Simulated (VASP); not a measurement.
Input of a VASP 6.6.1 run:

File INCAR:

```
ALGO = Normal ; EDIFF = 1E-6
ENCUT = 520 ; GGA = PE
ISIF = 2 ; ISMEAR = 0
LASPH = T ; LCHARG = F
LREAL = F ; LWAVE = F
NBANDS = 26 ; NELM = 100
PREC = Accurate ; SIGMA = 0.02
```

KPOINTS

```
k-points
0
Gamma
  9 9 6
```

File POSCAR:

```
ZnS
1.0
    3.8455099668      0.0000000000      0.0000000000
   -1.9227549834      3.3303093218      0.0000000000
    0.0000000000      0.0000000000      6.3052902589
Zn S
2 2
Direct
    0.3333333333      0.6666666667      0.0052193591
    0.6666666667      0.3333333333      0.5052193591
    0.3333333333      0.6666666667      0.3797806409
    0.6666666667      0.3333333333      0.8797806409
```

Potentials or basis: VASP PAW PBE potentials, release 64 (Zn, S).

Run with:

```console
$ cat potpaw_PBE.64/Zn/POTCAR potpaw_PBE.64/S/POTCAR > POTCAR
$ mpirun -np 1 vasp_std > vasp.out
```

Problem. Predict the band gap on the k mesh.

Solution. 2.08 eV, direct.

Problem. Estimate the pressure.

Solution. 0.1 GPa.

**The experiment to reproduce.**

A printed reference work, monograph reports, for a bulk crystal of ZnS at 4 K: band gap 3.911 eV (direct).

Against the measured gap of ZnS, 3.911 eV (direct; 4 K; a printed reference work, monograph), the calculated 2.08 eV is off by -1.83 eV. The value is that of PBE, without temperature or zero-point motion. Semilocal functionals fall short of measured gaps as a rule.
